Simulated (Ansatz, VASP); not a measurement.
One calculation of MgS (Niningerite), two programs

POSCAR

```
MgS
1.0
    0.0000000000      2.6015177399      2.6015177399
    2.6015177399      0.0000000000      2.6015177399
    2.6015177399      2.6015177399      0.0000000000
Mg S
1 1
Direct
    0.0000000000      0.0000000000      0.0000000000
    0.5000000000      0.5000000000      0.5000000000
```

The input INCAR.step1:

```
ALGO = Normal
EDIFF = 1E-4
ENCUT = 520
GGA = PE
ISMEAR = 0
LASPH = T
LCHARG = F
LREAL = F
LWAVE = T
NBANDS = 11
NELM = 80
PREC = Accurate
SIGMA = 0.01
```

Contents of INCAR.step2:

```
ALGO = Normal
EDIFF = 1E-6
ENCUT = 520
ISIF = 2
ISMEAR = 0
ISTART = 1
LASPH = T
LCHARG = F
LMIXTAU = T
LREAL = F
LWAVE = F
METAGGA = R2SCAN
NBANDS = 11
NELM = 80
PREC = Accurate
SIGMA = 0.01
```

The input KPOINTS:

```
k-points
0
Gamma
  8 8 8
```

Input for Ansatz:

```yaml
crystal:
  lattice:
    - [0.0, 2.6015177399, 2.6015177399]
    - [2.6015177399, 0.0, 2.6015177399]
    - [2.6015177399, 2.6015177399, 0.0]
  atoms:
    - { symbol: Mg, position: [0.0, 0.0, 0.0] }
    - { symbol: S, position: [0.5, 0.5, 0.5] }
kpoints:
  mp_grid: { grid: [8, 8, 8] }
  band_path:
    path:
      - [0.0, 0.0, 0.0]
      - [0.5, 0.0, 0.5]
      - [0.625, 0.25, 0.625]
      - [0.375, 0.375, 0.75]
      - [0.5, 0.5, 0.5]
      - [0.5, 0.25, 0.75]
      - [0.0, 0.5, 0.5]
    npoints: 1
hamiltonian:
  xc: r2scan
scf:
  occupations: { method: fixed }
  n_extra_bands: 4
output:
  forces: true
  stress: true
  eigenvalues: true
  write_density: true
  write_potential: true
  elf: true
  volumetric_format: npy
```

Alike in both runs: task single point; functional r2SCAN; k mesh 8 × 8 × 8; no spin polarisation.

|  | VASP | Ansatz |
| --- | --- | --- |
| version | VASP 6.6.1 | Ansatz 0.2.0 |
| potentials or method | VASP PAW PBE potentials, release 64 (Mg, S) | plane waves, PAW |
| plane-wave cutoff (eV) | 520 | 500 |
| occupations | gaussian, width 0.01 eV | fixed |
| valence electrons in the cell | 8 | 16 |

```csv
,VASP,Ansatz,Ansatz less VASP
gap on the k mesh at the Fermi level (eV),3.43,3.46,+0.029
pressure (GPa),-0.5,0.0,+0.47
```

The two sets of potentials don't hold the same shells in valence.

Caveats: the PAW data sets were made with another functional, which shifts forces and pressure a little (VASP). A k mesh can miss the band edges. r2SCAN opens gaps a little over a GGA but as a rule still falls short of measured ones.
